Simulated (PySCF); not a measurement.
Property card for benzaldehyde, `c1(ccccc1)C=O`

Compound: benzaldehyde, C7H6O.
SMILES with atom numbers: `[O:1]=[CH:2][c:3]1[cH:4][cH:5][cH:6][cH:7][cH:8]1` (hydrogens: H9 on C2; H10 on C4; H11 on C5; H12 on C6; H13 on C7; H14 on C8)

Structural features include: aldehyde and benzene ring.

PBE0-D3(BJ)/def2-SVP geometry optimisation, gas phase (PySCF):

* Point group: Cs
* Rotational constants A, B, C: 5.240, 1.568, 1.207 GHz

From wB97X-D/def2-SVPD ground state, ΔSCF and vertical TDDFT (core frozen in the response) (PySCF):

* Dipole moment: 3.46 D
* HOMO energy: -9.53 eV
* LUMO energy: -0.25 eV
* HOMO–LUMO gap: 9.28 eV
* Lowest singlet excitation: 3.90 eV (318 nm, f = 0.000)
* Strongest line among the 10 lowest singlet transitions: S6 at 6.77 eV (183 nm, f = 0.479)
* Lowest triplet excitation (Tamm–Dancoff): 3.41 eV
* Static isotropic polarisability: 84.2 au
* Vertical ionisation energy: 9.67 eV
* Vertical electron affinity: 0.12 eV
* Electronic spatial extent ⟨r²⟩ about the centre of nuclear charge: 935 bohr²

From HF/pcSseg-1 ground state and GIAO shieldings, non-relativistic (PySCF):

* 13C chemical shifts (computed TMS as zero) by class: 193.5 (C2), 143.8 (C6), 140.3 (C4/C8), 140.2 (C3), 134.0 (C5/C7) ppm
* 1H chemical shifts (computed TMS as zero) by class: 9.49 (H9), 8.35 (H10/H14), 7.84 (H12), 7.66 (H11/H13) ppm
* Isotropic shieldings of nuclei other than C and H, by class: -309 (O1) ppm

**B3LYP/pcJ-1 indirect spin-spin coupling, non-relativistic, gas phase; spin–dipole term left out (PySCF)**

- Largest of the computed one-bond spin–spin couplings (means over like bonds): 13C–1H +176.4 (C2–H9), 13C–1H +169.3 (C4–H10 and 1 like it), 13C–1H +169.0 (C5–H11 and 1 like it), 13C–1H +167.4 (C6–H12), 13C–13C +63.2 (C3–C4 and 1 like it), 13C–13C +62.6 (C4–C5 and 1 like it), 13C–13C +61.5 (C5–C6 and 1 like it), 13C–13C +57.5 (C2–C3) Hz

Monoisotopic mass from the formula: 106.0419 u.

The dipole matches unit charges of opposite sign 0.72 Å apart (1 e·Å = 4.8032 D). The vertical singlet–triplet gap S1 − T1 is 0.49 eV (TDDFT singlet less Tamm–Dancoff triplet; S1: HOMO−1→LUMO, weight 0.89; T1: HOMO−1→LUMO, weight 0.86). −ε(LUMO) is 0.25 eV against a ΔSCF electron affinity of 0.12 eV. The ΔSCF ionisation energy exceeds −ε(HOMO) by 0.14 eV with wB97X-D. No computed singlet falls in the visible range (750 to 380 nm, 1.65 to 3.26 eV); S1 lies 0.64 eV above its blue end. A dipole of 3.46 D is allowed in Cs, and pure rotational transitions are dipole-allowed. The rotational constants make it an asymmetric top with κ = (2B − A − C)/(A − C) = -0.82, nearer the prolate limit (−1).

 NMR classes are plain means over equivalent atoms (diastereotopic ones count apart unless rotation or inversion swaps them), as if these changed places fast; in this geometry the members of some classes differ.

For the TDDFT job (wB97X-D/def2-SVPD), the run took 4.4 min on Arm Neoverse V2, one thread, on a shared host.

Conformer computed: `[O:1]=[CH:2][c:3]1[cH:4][cH:5][cH:6][cH:7][cH:8]1`: O1–C2–C3–C4 180°.

One conformer stands for the species.
